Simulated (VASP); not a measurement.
# BN (Fmm2) in VASP: further runs, part 3 of 3

VASP 6.6.1. Earlier steps stand in the parts before.

### Step 5. Band structure, PBE0

The input, POSCAR:

```
BN
1.0
    0.0000000000      3.4953158300      2.1660912400
    1.2516321000      0.0000000000      2.1660912400
    1.2516321000      3.4953158300      0.0000000000
N B
1 1
Direct
    0.6666513400      0.6666513400      0.3333486600
    0.0000486500      0.0000486500      0.9999513500
```

The input, INCAR.step1:

```
  ALGO = Normal
  EDIFF = 1E-5
  ENCUT = 520
  GGA = PE
  ISIF = 2
  ISMEAR = 0
  LASPH = True
  LCHARG = False
  LREAL = False
  LWAVE = True
  NBANDS = 11
  NELM = 60
  PREC = Accurate
  SIGMA = 0.02
```

The input, INCAR.step2:

```
  AEXX = 0.25
  ALGO = Normal
  EDIFF = 1E-6
  ENCUT = 520
  GGA = PE
  HFRCUT = -1
  ISIF = 2
  ISMEAR = 0
  ISTART = 1
  LASPH = True
  LCHARG = False
  LHFCALC = True
  LREAL = False
  LWAVE = False
  NBANDS = 11
  NELM = 60
  PREC = Accurate
  PRECFOCK = Fast
  SIGMA = 0.02
```

The input, KPOINTS:

```
k-points
0
Gamma
  8 8 8
```

The input, KPOINTS_OPT:

```
path GYTZGXA1Y,TX1,XAZ,LG
8
line-mode
reciprocal
 0.0000000000  0.0000000000  0.0000000000  G
-0.5000000000 -0.5000000000  0.0000000000  Y

-0.5000000000 -0.5000000000  0.0000000000  Y
-1.0000000000 -0.5000000000 -0.5000000000  T

-1.0000000000 -0.5000000000 -0.5000000000  T
-0.5000000000  0.0000000000 -0.5000000000  Z

-0.5000000000  0.0000000000 -0.5000000000  Z
 0.0000000000  0.0000000000  0.0000000000  G

 0.0000000000  0.0000000000  0.0000000000  G
 0.0000000000 -0.3655286517 -0.3655286517  X

 0.0000000000 -0.3655286517 -0.3655286517  X
-0.5000000000 -0.6985850042 -0.1985850042  A1

-0.5000000000 -0.6985850042 -0.1985850042  A1
-0.5000000000 -0.5000000000  0.0000000000  Y

-1.0000000000 -0.5000000000 -0.5000000000  T
-1.0000000000 -0.6344713483 -0.6344713483  X1

 0.0000000000 -0.3655286517 -0.3655286517  X
-0.5000000000 -0.3014149958 -0.8014149958  A

-0.5000000000 -0.3014149958 -0.8014149958  A
-0.5000000000  0.0000000000 -0.5000000000  Z

-0.5000000000 -0.5000000000 -0.5000000000  L
 0.0000000000  0.0000000000  0.0000000000  G
```

Potentials or basis: VASP PAW PBE potentials, release 64 (N, B).

Command:

```
$ cat potpaw_PBE.64/N/POTCAR potpaw_PBE.64/B/POTCAR > POTCAR
$ cp INCAR.step1 INCAR
$ mpirun -np 1 vasp_std > vasp.out
$ cp INCAR.step2 INCAR
$ mpirun -np 1 vasp_std > vasp.out
```

OUTCAR:

```text
AEXX = 0.25
   EDIFF = 1E-6
   ENCUT = 520
   GGA = PE
   ISIF = 2
   ISMEAR = 0
   ISTART = 1
   LASPH = True
   LHFCALC = True
   LREAL = False
   NELM = 60
   PREC = Accurate
   PRECFOCK = Fast

 ion  position               nearest neighbor table
   1  0.667  0.667  0.333-   2 1.44   2 1.44   2 1.44
   2  0.000  0.000  1.000-   1 1.44   1 1.44   1 1.44

  LATTYP: Found a face centered orthorhombic cell.
 ALAT       =     2.5032642000
 B/A-ratio  =     1.7306133647
 C/A-ratio  =     2.7926064137

  Lattice vectors:

 A1 = (   0.0000000000,   3.4953158300,   2.1660912400)
 A2 = (  -1.2516321000,   3.4953158300,   0.0000000000)
 A3 = (  -1.2516321000,   0.0000000000,   2.1660912400)

Analysis of symmetry for initial positions (statically):
=====================================================================
 Subroutine PRICEL returns:
 Original cell was already a primitive cell.

 Routine SETGRP: Setting up the symmetry group for a
 face centered orthorhombic supercell.

 Subroutine GETGRP returns: Found  4 space group operations
 (whereof  4 operations were pure point group operations)
 out of a pool of  8 trial point group operations.

The static configuration has the point symmetry C_2v.

Analysis of symmetry for dynamics (positions and initial velocities):
=====================================================================
 Subroutine PRICEL returns:
 Original cell was already a primitive cell.

 Routine SETGRP: Setting up the symmetry group for a
 face centered orthorhombic supercell.

 Subroutine GETGRP returns: Found  4 space group operations
 (whereof  4 operations were pure point group operations)
 out of a pool of  8 trial point group operations.

The dynamic configuration has the point symmetry C_2v.

 Subroutine INISYM returns: Found  4 space group operations
 (whereof  4 operations are pure point group operations),
[... 124 lines left out ...]
   ENCUT4O =  -1.0   cutoff for four orbital integrals eV
   NKREDX  =     1    reduce k-point grid by
   NKREDY  =     1    reduce k-point grid by
   NKREDZ  =     1    reduce k-point grid by
   AEXX    =    0.2500 exact exchange contribution
   HFSCREEN=    0.0000 screening length (either q_TF or 0.3 A-1)
   HFSCREENC=   0.0000 screening length for correlation (either q_TF or 0.3 A-1)
   ENCUTFOCK=  -1.0 apply spherical cutoff to Coloumb kernel
   IVDW    =     0    specifies the selected vdW correction
   LEPSILON=     F    determine dielectric tensor
   LRPA    =     F    only Hartree local field effects (RPA)
 non-spin polarized calculation
 Gauss-broadening in eV      SIGMA  =   0.02
  energy-cutoff  :      520.00
  volume of cell :       18.95
 maximum number of plane-waves:       529
  NGX = 20; NGY = 12; NGZ = 18

 number of electron       8.0000000 magnetization

 Free energy of the ion-electron system (eV)
  ---------------------------------------------------
  ext. energy  EPLUGINS =         0.00000000
  ---------------------------------------------------
  free energy    TOTEN  =       -21.34460341 eV

  energy without entropy =      -21.34460341  energy(sigma->0) =      -21.34460341

 E-fermi :   0.9855     XC(G=0):  -7.6724

 val. band max:        0.8243836605   @ k =   0.5000  -0.3750   0.1250
 cond. band min:       6.6202654130   @ k =   0.0000   0.5000   0.5000
 fundamental gap:      5.7958817525
 Fermi energy:         0.9854684481

 k-point     1 :       0.0000    0.0000    0.0000
  band No.  band energies     occupation
      1     -18.9207      2.00000
      2      -4.1437      2.00000
      3      -0.8916      2.00000
      4      -0.8832      2.00000
      5       7.5156      0.00000
      6      14.8220      0.00000
      7      14.8898      0.00000
      8      16.7906      0.00000
      9      17.8462      0.00000
     10      28.9629      0.00000
     11      30.2151      0.00000
[... 309 lines left out ...]
 k-point    24 :       0.3750    0.0000    0.1250
  band No.  band energies     occupation
      1     -17.5654      2.00000
      2      -5.0141      2.00000
      3      -3.3764      2.00000
      4      -2.6431      2.00000
      5      10.7840      0.00000
      6      13.4867      0.00000
      7      14.6202      0.00000
      8      19.6418      0.00000
      9      20.4396      0.00000
     10      23.9694      0.00000
     11      28.1968      0.00000

 [... further k-points ...]
[... 5 lines left out ...]
  --------------------------------------------------------------------------------------
  -------------------------------------------------------------------------------------
  Total       -0.3097731      0.1334438     -0.3087690      0.0000000      0.0000000      0.0000000
  in kB      -26.1869239     11.2807808    -26.1020369      0.0000000      0.0000000      0.0000000
  external PRESSURE =     -13.6693933 kB  Pullay stress =       0.0000000 kB

 VOLUME and BASIS-vectors are now :
 -----------------------------------------------------------------------------
  energy-cutoff  :      520.00
  volume of cell :       18.95
      direct lattice vectors                 reciprocal lattice vectors
     0.000000000  3.495315830  2.166091240    -0.399478409  0.143048590  0.230830535
     1.251632100  0.000000000  2.166091240     0.399478409 -0.143048590  0.230830535
     1.251632100  3.495315830  0.000000000     0.399478409  0.143048590 -0.230830535

 POSITION                                       TOTAL-FORCE (eV/Angst)
 -----------------------------------------------------------------------------------
      1.25163      3.49532      2.88806         0.000000      0.000000     -0.009759
      1.25163      3.49532      0.00021         0.000000      0.000000      0.009759
 -----------------------------------------------------------------------------------
    total drift:                                0.000006     -0.000011     -0.000033

  FREE ENERGIE OF THE ION-ELECTRON SYSTEM (eV)
  ---------------------------------------------------
  free  energy   TOTEN  =       -21.3446034147 eV

  energy  without entropy=      -21.3446034147  energy(sigma->0) =      -21.34460341
```

Wall time 39 min (1 thread of Intel Xeon 6975P-C (Granite Rapids), shared host); peak memory 0.23 GiB.

What came out:

```yaml
Free_energy: -21.3446 eV
Pressure: -1.4 GPa
Largest_force: 0.010 eV/Å
Band_gap_on_the_k_mesh: 5.80 eV, indirect (least direct gap 6.92 eV)
Band_gap_along_the_path: 5.75 eV, indirect (least direct gap 6.74 eV)
```

Forces in eV/Å, atoms in the order of the input:
```
N    0.000  0.000 -0.010
B    0.000  0.000  0.010
```

Levels at the corners of the path, in eV from the valence-band top:
```
point  band 2  band 3  band 4  band 5  band 6  band 7
    Γ   -5.02   -1.77   -1.76    6.64   13.95   14.02
    Y  -10.13   -4.80   -0.65    7.95   11.60   14.27
    Y  -10.13   -4.80   -0.65    7.95   11.60   14.27
    T   -9.93   -4.84   -1.68    5.75   12.15   16.81
    T   -9.93   -4.84   -1.68    5.75   12.15   16.81
    Z   -6.80   -1.78   -1.76   11.84   13.90   13.97
    Z   -6.80   -1.78   -1.76   11.84   13.90   13.97
    Γ   -5.02   -1.77   -1.76    6.64   13.95   14.02
    Γ   -5.02   -1.77   -1.76    6.64   13.95   14.02
    X   -9.07   -7.74   -0.64    6.21   14.37   15.96
    X   -9.07   -7.74   -0.64    6.21   14.37   15.96
   A1   -8.99   -7.88   -0.50    7.08   15.36   15.79
   A1   -8.99   -7.88   -0.50    7.08   15.36   15.79
    Y  -10.13   -4.80   -0.65    7.95   11.60   14.27
    T   -9.93   -4.84   -1.68    5.75   12.15   16.81
   X1   -9.07   -7.74   -0.64    6.21   14.37   15.96
    X   -9.07   -7.74   -0.64    6.21   14.37   15.96
    A   -8.99   -7.88   -0.50    7.08   15.36   15.79
    A   -8.99   -7.88   -0.50    7.08   15.36   15.79
    Z   -6.80   -1.78   -1.76   11.84   13.90   13.97
    L  -10.03   -4.81   -1.19    6.63   12.08   15.50
    Γ   -5.02   -1.77   -1.76    6.64   13.95   14.02
```

Caveat: the PAW data sets were made with another functional, which shifts forces and pressure a little.
